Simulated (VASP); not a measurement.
Input:

```yaml
crystal:
  lattice:
    - [0.00000, 2.89444, 2.89444]
    - [2.89444, 0.00000, 2.89444]
    - [2.89444, 2.89444, 0.00000]
  atoms:
    - { symbol: Sr, position: [0.00000, 0.00000, 0.00000] }
    - { symbol: F, position: [0.25000, 0.25000, 0.25000] }
    - { symbol: F, position: [0.75000, 0.75000, 0.75000] }
```

All values below come from SCAN meta-GGA, VASP's PBE PAW potentials (set 64) (plane waves; VASP). Settings: 520 eV cut-off, 7×7×7 Γ-centred mesh, Gaussian smearing of 0.050 eV, potentials Sr_sv F.

Give the energy at these volumes per atom, relative to the lowest: 15.17, 15.65, 16.14, 16.62, 17.11 Å³.

16.5, 4.1, 0.0, 2.9, 11.7 meV/atom. A third-order Birch-Murnaghan fit gives B0 = 76.5 GPa and B0′ = 4.7.

Measured: bulk modulus 69.0 GPa (computed value off by +10.8 %), as given by On the Morphology of Group II Metal Fluoride Nanocrystals at Finite Temperature and Partial Pressure of HF, PMC6154342. The calculation is for a static lattice, while the measured bulk modulus holds thermal and zero-point effects, which are part of the difference.

The compound is SrF2 in the fluorite structure. It was relaxed first.
